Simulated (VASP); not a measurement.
# MgO (P6_3mc) in VASP: single point with PBE0

Aim: the single point of MgO with PBE0.

Program: VASP 6.6.1. These are calculated values, not measurements. Logs are shortened: lines on timing, memory, paths and dates and some standing lists are left out, and cuts for length are marked.

## (1) The structure

The structure is hexagonal, space group P6_3mc (No. 186). The conventional cell has a = 3.300 Å, b = 3.300 Å, c = 5.009 Å, α = 90.00°, β = 90.00°, γ = 120.00°. Mg (site symmetry 3m) has 4 O at 1.97 to 1.99 Å as nearest neighbours. O (site symmetry 3m) is surrounded by 4 Mg at 1.97 to 1.99 Å.

Measurements of this composition are mostly on another form, of space group No. 225.

## (2) Single point, PBE0

Input file POSCAR:

```
MgO
1.0
    3.3004900000      0.0000000000      0.0000000000
   -1.6502500000      2.8583100000      0.0000000000
    0.0000000000      0.0000000000      5.0086300000
Mg O
2 2
Direct
    0.3333300000      0.6666700000      0.0034600000
    0.6666700000      0.3333300000      0.5034600000
    0.3333300000      0.6666700000      0.4011400000
    0.6666700000      0.3333300000      0.9011400000
```

Input file INCAR.step1:

```
PREC     = Accurate       # precision mode
ENCUT    = 520            # plane-wave cutoff, eV
EDIFF    = 1E-5           # SCF threshold, eV
ISMEAR   = 0              # smearing method
SIGMA    = 0.02           # smearing width, eV
LREAL    = False          # projectors in reciprocal space
LASPH    = True           # aspherical terms in the spheres
NELM     = 60             # most SCF steps
ALGO     = Normal         # electronic algorithm
ISIF     = 2              # what is computed and relaxed
LWAVE    = True           # write WAVECAR
LCHARG   = False          # write CHGCAR
GGA      = PE             # functional
```

Input file INCAR.step2:

```
PREC     = Accurate       # precision mode
ENCUT    = 520            # plane-wave cutoff, eV
EDIFF    = 1E-6           # SCF threshold, eV
ISMEAR   = 0              # smearing method
SIGMA    = 0.02           # smearing width, eV
LREAL    = False          # projectors in reciprocal space
LASPH    = True           # aspherical terms in the spheres
NELM     = 60             # most SCF steps
ALGO     = Normal         # electronic algorithm
ISIF     = 2              # what is computed and relaxed
LWAVE    = False          # write WAVECAR
LCHARG   = False          # write CHGCAR
GGA      = PE             # functional
LHFCALC  = True           # exact exchange
AEXX     = 0.25           # exact-exchange fraction
PRECFOCK = Fast         
HFRCUT   = -1           
ISTART   = 1
```

Input file KPOINTS:

```
Automatic mesh
0
Gamma
  6 6 4
```

Potentials or basis: VASP PAW PBE potentials, release 64 (Mg, O).

The run is started by

```console
$ cat potpaw_PBE.64/Mg/POTCAR potpaw_PBE.64/O/POTCAR > POTCAR
$ cp INCAR.step1 INCAR
$ mpirun -np 1 vasp_std > vasp.out
$ cp INCAR.step2 INCAR
$ mpirun -np 1 vasp_std > vasp.out
```

OUTCAR:

```text
PREC = Accurate
   ENCUT = 520
   EDIFF = 1E-6
   ISMEAR = 0
   LREAL = False
   LASPH = True
   NELM = 60
   ISIF = 2
   GGA = PE
   LHFCALC = True
   AEXX = 0.25
   PRECFOCK = Fast
   ISTART = 1

 ion  position               nearest neighbor table
   1  0.333  0.667  0.003-   4 1.97   4 1.97   4 1.97   3 1.99   2 3.15   2 3.15   2 3.15   2 3.15
                             2 3.15   2 3.15
   2  0.667  0.333  0.503-   3 1.97   3 1.97   3 1.97   4 1.99   1 3.15   1 3.15   1 3.15   1 3.15
                             1 3.15   1 3.15
   3  0.333  0.667  0.401-   2 1.97   2 1.97   2 1.97   1 1.99
   4  0.667  0.333  0.901-   1 1.97   1 1.97   1 1.97   2 1.99

  LATTYP: Found a hexagonal cell.
 ALAT       =     3.3004900000
 C/A-ratio  =     1.5175413348

  Lattice vectors:

 A1 = (   3.3004900000,   0.0000000000,   0.0000000000)
 A2 = (  -1.6502500000,   2.8583100000,   0.0000000000)
 A3 = (   0.0000000000,   0.0000000000,   5.0086300000)

Analysis of symmetry for initial positions (statically):
=====================================================================
 Subroutine PRICEL returns:
 Original cell was already a primitive cell.

 Routine SETGRP: Setting up the symmetry group for a
 hexagonal supercell.

 Subroutine GETGRP returns: Found  4 space group operations
 (whereof  2 operations were pure point group operations)
 out of a pool of 24 trial point group operations.

The static configuration has the point symmetry C_1h.
 The point group associated with its full space group is C_2v.

Analysis of symmetry for dynamics (positions and initial velocities):
=====================================================================
 Subroutine PRICEL returns:
 Original cell was already a primitive cell.

 Routine SETGRP: Setting up the symmetry group for a
 hexagonal supercell.

 Subroutine GETGRP returns: Found  4 space group operations
 (whereof  2 operations were pure point group operations)
 out of a pool of 24 trial point group operations.

The dynamic configuration has the point symmetry C_1h.
 The point group associated with its full space group is C_2v.

 Subroutine INISYM returns: Found  4 space group operations
 (whereof  2 operations are pure point group operations),
 and found     1 'primitive' translations

----------------------------------------------------------------------------------------

                                     Primitive cell

  volume of cell :      47.2505

  direct lattice vectors                    reciprocal lattice vectors
     3.300490000  0.000000000  0.000000000     0.302985314  0.174929072  0.000000000
    -1.650250000  2.858310000  0.000000000     0.000000000  0.349857083  0.000000000
     0.000000000  0.000000000  5.008630000     0.000000000  0.000000000  0.199655395

  length of vectors
     3.300490000  3.300494072  5.008630000     0.349857515  0.349857083  0.199655395

  position of ions in fractional coordinates (direct lattice)
     0.333330000  0.666670000  0.003460000
     0.666670000  0.333330000  0.503460000
     0.333330000  0.666670000  0.401140000
     0.666670000  0.333330000  0.901140000

  ion indices of the primitive-cell ions
   primitive index   ion index
                 1           1
                 2           2
                 3           3
                 4           4

----------------------------------------------------------------------------------------

 KPOINTS: Automatic mesh

Automatic generation of k-mesh.
 Grid dimensions read from file:
 generate k-points for:    6    6    4

 Generating k-lattice:

  Cartesian coordinates                     Fractional coordinates (reciprocal lattice)
     0.050497552  0.029154845  0.000000000     0.166666667  0.000000000  0.000000000
     0.000000000  0.058309514  0.000000000     0.000000000  0.166666667  0.000000000
     0.000000000  0.000000000  0.049913849     0.000000000  0.000000000  0.250000000

  Length of vectors
     0.058309586  0.058309514  0.049913849

  Shift w.r.t. Gamma in fractional coordinates (k-lattice)
     0.000000000  0.000000000  0.000000000

 Subroutine IBZKPT returns following result:
 ===========================================

 Found     39 irreducible k-points:

 Following reciprocal coordinates:
            Coordinates               Weight
  0.000000  0.000000  0.000000      1.000000
  0.166667  0.000000  0.000000      4.000000
 -0.166667  0.166667  0.000000      2.000000
  0.333333  0.000000  0.000000      4.000000
 -0.333333  0.333333  0.000000      2.000000
  0.500000  0.000000  0.000000      2.000000
[... 16 lines left out ...]
  0.333333  0.166667  0.250000      8.000000
 -0.166667  0.500000  0.250000      8.000000
 [... further k-points ...]
   k-points           NKPTS =     39   k-points in BZ     NKDIM =    144   number of bands    NBANDS=     12
   number of dos      NEDOS =    301   number of ions     NIONS =      4
   total plane-waves  NPLWV =  31360
   dimension x,y,z NGX =    28 NGY =   28 NGZ =   40
   dimension x,y,z NGXF=    56 NGYF=   56 NGZF=   80
   ions per type =               2   2
   NGX,Y,Z   is equivalent  to a cutoff of  14.10, 14.10, 13.28 a.u.
   NGXF,Y,Z  is equivalent  to a cutoff of  28.21, 28.21, 26.55 a.u.
 SYSTEM =  unknown system
   PREC   = accura    normal or accurate (medium, high low for compatibility)
   ISTART =      1    job   : 0-new  1-cont  2-samecut
   ICHARG =      0    charge: 1-file 2-atom 10-const
   ISPIN  =      1    spin polarized calculation?
   LNONCOLLINEAR =      F non collinear calculations
   LSORBIT =      F    spin-orbit coupling
   LASPH  =      T    aspherical Exc in radial PAW
   ENCUT  =  520.0 eV  38.22 Ry    6.18 a.u.   6.14  6.14  9.31*2*pi/ulx,y,z
   NELM   =     60;   NELMIN=  2; NELMDL=  0     # of ELM steps
   EDIFF  = 0.1E-05   stopping-criterion for ELM
   LREAL  =      F    real-space projection
   EDIFFG = 0.1E-04   stopping-criterion for IOM
   NSW    =      0    number of steps for IOM
   IBRION =     -1    ionic relax: 0-MD 1-quasi-New 2-CG
   NFREE  =      0    steps in history (QN), initial steepest desc. (CG)
   ISIF   =      2    stress and relaxation
   ISYM   =      3    0-nonsym 1-usesym 2-fastsym
   POTIM  = 0.5000    time-step for ionic-motion
   TEBEG  =    0.0;   TEEND  =   0.0 temperature during run
   PSTRESS=    0.0 pullay stress
   NELECT =      16.0000    total number of electrons
   NUPDOWN=      -1.0000    fix difference up-down
   EMIN   =  10.00;   EMAX   =-10.00  energy-range for DOS
   EFERMI =   0.00;   METHOD = LEGACY
   ISMEAR =     0;   SIGMA  =   0.02  broadening in eV -4-tet -1-fermi 0-gaus
   EFERMI_NEDOS =   21; number of points for ismear=-14 and -15
   IALGO  =     38    algorithm
   IMIX   =      1    mixing-type and parameters
     AMIX     =   0.40;   BMIX     =  1.00
     AMIX_MAG =   1.60;   BMIX_MAG =  1.00
  volume/ion in A,a.u.               =      11.81        79.72
  Fermi-wavevector in a.u.,A,eV,Ry     =   1.141071  2.156311 17.715365  1.302043
  Thomas-Fermi vector in A             =   2.277772
   LORBIT       =      0    0 simple, 1 ext, 2 COOP (PROOUT), +10 PAW based schemes
   GGA     = PE    functional components
   LHFCALC =     T    Hartree Fock is set to
   PRECFOCK=fast      Normal, Fast or Accurate (Low or Medium for compatibility)
   ENCUT4O =  -1.0   cutoff for four orbital integrals eV
   NKREDX  =     1    reduce k-point grid by
   NKREDY  =     1    reduce k-point grid by
   NKREDZ  =     1    reduce k-point grid by
   AEXX    =    0.2500 exact exchange contribution
   HFSCREEN=    0.0000 screening length (either q_TF or 0.3 A-1)
   HFSCREENC=   0.0000 screening length for correlation (either q_TF or 0.3 A-1)
   ENCUTFOCK=  -1.0 apply spherical cutoff to Coloumb kernel
   IVDW    =     0    specifies the selected vdW correction
   LEPSILON=     F    determine dielectric tensor
   LRPA    =     F    only Hartree local field effects (RPA)
 non-spin polarized calculation
 Gauss-broadening in eV      SIGMA  =   0.02
  energy-cutoff  :      520.00
  volume of cell :       47.25
 maximum number of plane-waves:      1288
 NGX is ok and might be reduce to    28
  NGX = 14; NGY = 14; NGZ = 24

 number of electron      15.9999996 magnetization

 Free energy of the ion-electron system (eV)
  ---------------------------------------------------
  ext. energy  EPLUGINS =         0.00000000
  ---------------------------------------------------
  free energy    TOTEN  =       -29.16901144 eV

  energy without entropy =      -29.16901144  energy(sigma->0) =      -29.16901144

 E-fermi :  -0.4012     XC(G=0):  -7.6461

 val. band max:       -0.4972208381   @ k =   0.0000   0.0000   0.0000
 cond. band min:       5.2937723894   @ k =   0.0000   0.0000   0.0000
 fundamental gap:      5.7909932275
 Fermi energy:        -0.4012069509

 k-point     1 :       0.0000    0.0000    0.0000
  band No.  band energies     occupation
      1     -18.2659      2.00000
      2     -17.4250      2.00000
      3      -4.0101      2.00000
      4      -1.3165      2.00000
      5      -1.3163      2.00000
      6      -0.9412      2.00000
      7      -0.9411      2.00000
      8      -0.4972      2.00000
      9       5.2938      0.00000
     10      10.5704      0.00000
     11      12.5385      0.00000
     12      16.3335      0.00000

 k-point     2 :       0.1667    0.0000    0.0000
  band No.  band energies     occupation
      1     -18.1249      2.00000
      2     -17.3795      2.00000
      3      -3.7266      2.00000
      4      -2.0029      2.00000
      5      -1.6183      2.00000
      6      -1.4910      2.00000
      7      -0.9442      2.00000
      8      -0.6097      2.00000
      9       6.4625      0.00000
     10      11.2671      0.00000
     11      12.2615      0.00000
     12      14.0807      0.00000

 k-point     3 :      -0.1667    0.1667    0.0000
  band No.  band energies     occupation
      1     -18.1249      2.00000
      2     -17.3795      2.00000
      3      -3.7266      2.00000
      4      -2.0028      2.00000
      5      -1.6182      2.00000
      6      -1.4911      2.00000
      7      -0.9443      2.00000
      8      -0.6096      2.00000
      9       6.4625      0.00000
     10      11.2671      0.00000
     11      12.2614      0.00000
     12      14.0808      0.00000
[... 286 lines left out ...]
 k-point    23 :       0.3333    0.1667    0.2500
  band No.  band energies     occupation
      1     -17.5521      2.00000
      2     -17.3580      2.00000
      3      -3.6310      2.00000
      4      -3.1980      2.00000
      5      -2.3239      2.00000
      6      -1.7405      2.00000
      7      -1.5621      2.00000
      8      -1.0100      2.00000
      9       9.6254      0.00000
     10      10.1384      0.00000
     11      12.1176      0.00000
     12      13.1538      0.00000

 k-point    24 :      -0.1667    0.5000    0.2500
  band No.  band energies     occupation
      1     -17.5521      2.00000
      2     -17.3580      2.00000
      3      -3.6310      2.00000
      4      -3.1980      2.00000
      5      -2.3239      2.00000
      6      -1.7405      2.00000
      7      -1.5622      2.00000
      8      -1.0100      2.00000
      9       9.6254      0.00000
     10      10.1384      0.00000
     11      12.1176      0.00000
     12      13.1538      0.00000

 [... further k-points ...]

------------------------ aborting loop because EDIFF is reached ----------------------------------------

  FORCE on cell =-STRESS in cart. coord.  units (eV):
  Direction    XX          YY          ZZ          XY          YZ          ZX
  --------------------------------------------------------------------------------------
  -------------------------------------------------------------------------------------
  Total       -0.2338973     -0.2314052     -0.1031415      0.0021589      0.0000000      0.0000000
  in kB       -7.9310209     -7.8465178     -3.4973353      0.0732041      0.0000000      0.0000000
  external PRESSURE =      -6.4249580 kB  Pullay stress =       0.0000000 kB

 VOLUME and BASIS-vectors are now :
 -----------------------------------------------------------------------------
  energy-cutoff  :      520.00
  volume of cell :       47.25
      direct lattice vectors                 reciprocal lattice vectors
     3.300490000  0.000000000  0.000000000     0.302985314  0.174929072  0.000000000
    -1.650250000  2.858310000  0.000000000     0.000000000  0.349857083  0.000000000
     0.000000000  0.000000000  5.008630000     0.000000000  0.000000000  0.199655395

 POSITION                                       TOTAL-FORCE (eV/Angst)
 -----------------------------------------------------------------------------------
     -0.00002      1.90555      0.01733         0.000331     -0.000191      0.019807
      1.65026      0.95276      2.52164        -0.000331      0.000191      0.019807
     -0.00002      1.90555      2.00916         0.000344     -0.000198     -0.019807
      1.65026      0.95276      4.51348        -0.000344      0.000198     -0.019807
 -----------------------------------------------------------------------------------
    total drift:                               -0.000000     -0.000000      0.001022

  FREE ENERGIE OF THE ION-ELECTRON SYSTEM (eV)
  ---------------------------------------------------
  free  energy   TOTEN  =       -29.1690114405 eV

  energy  without entropy=      -29.1690114405  energy(sigma->0) =      -29.16901144
```

Wall time 14 min (1 thread of Intel Xeon Platinum 8488C (Sapphire Rapids), shared host); peak memory 0.19 GiB.

What came out:

| Item | Value |
| --- | --- |
| Free energy | -29.1690 eV |
| Pressure | -0.6 GPa |
| Largest force | 0.020 eV/Å |
| Band gap on the k mesh | 5.79 eV, direct |

Forces on the atoms (eV/Å):
```
Mg   0.000  0.000  0.020
Mg   0.000  0.000  0.020
O    0.000  0.000 -0.020
O    0.000  0.000 -0.020
```

Caveat: the PAW data sets were made with another functional, which shifts forces and pressure a little.
